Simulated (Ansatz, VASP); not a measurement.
Given: the input of a run of VASP 6.6.1 on Na2S. 

File INCAR:

```
PREC = Accurate ; ENCUT = 500
EDIFF = 1E-6 ; ISMEAR = 0
SIGMA = 0.1 ; LREAL = F
LASPH = T ; NELM = 80
ALGO = Normal ; ISIF = 2
LWAVE = F ; LCHARG = T
GGA = PS ; LELF = T
LVHAR = T ; NBANDS = 11
```

The input KPOINTS:

```
Automatic mesh
0
Gamma
  7 7 7
```

The input POSCAR:

```
Na2S
1.0
    0.0000000000      3.2735000000      3.2735000000
    3.2735000000      0.0000000000      3.2735000000
    3.2735000000      3.2735000000      0.0000000000
S Na
1 2
Cartesian
    0.0000000000      0.0000000000      0.0000000000
    4.9102500000      4.9102500000      4.9102500000
    1.6367500000      1.6367500000      1.6367500000
```

Potentials or basis: VASP PAW PBE potentials, release 64 (S, Na).

Run with:

```sh
$ cat potpaw_PBE.64/S/POTCAR potpaw_PBE.64/Na/POTCAR > POTCAR
$ mpirun -np 1 vasp_std > vasp.out
```

Translate it to Ansatz 0.2.0. Potentials or basis there: Ansatz PAW, cutoff 420 eV.

As run (cutoffs and basis follow the program's own potentials, and thresholds, step limits or extra output files can differ):

input.yaml

```yaml
crystal:
  lattice:
    - [0.0, 3.2735, 3.2735]
    - [3.2735, 0.0, 3.2735]
    - [3.2735, 3.2735, 0.0]
  atoms:
    - { symbol: S, position: [0.0, 0.0, 0.0] }
    - { symbol: Na, position: [0.75, 0.75, 0.75] }
    - { symbol: Na, position: [0.25, 0.25, 0.25] }
hamiltonian:
  xc: pbesol
  pseudopotentials: { kind: paw }
kpoints:
  mp_grid: { grid: [7, 7, 7] }
scf:
  occupations: { method: gaussian, width: 0.1 }
output:
  forces: true
  stress: true
  eigenvalues: true
```

Potentials or basis: Ansatz PAW.

Launch:

```console
$ ansatz run input.yaml --threads 2 --pin off --max-ram 5632MiB --backend cpu --events-out ev --progress --plain --runs-dir out
```

Both were run:

|  | VASP | Ansatz |
| --- | --- | --- |
| Pressure | -1.0 GPa | -0.6 GPa |

Ansatz's pressure holds a Pulay term of +0.00 GPa for its cutoff of 420 eV, which the other run lacks.

The potentials hold 8 and 24 valence electrons a cell.

VASP's potentials were made for PBE. Ansatz's potentials were made for PBE.

Where Ansatz's input types no cutoff or centring, it takes its own default and a Γ-centred mesh.

Pressure is positive in compression.
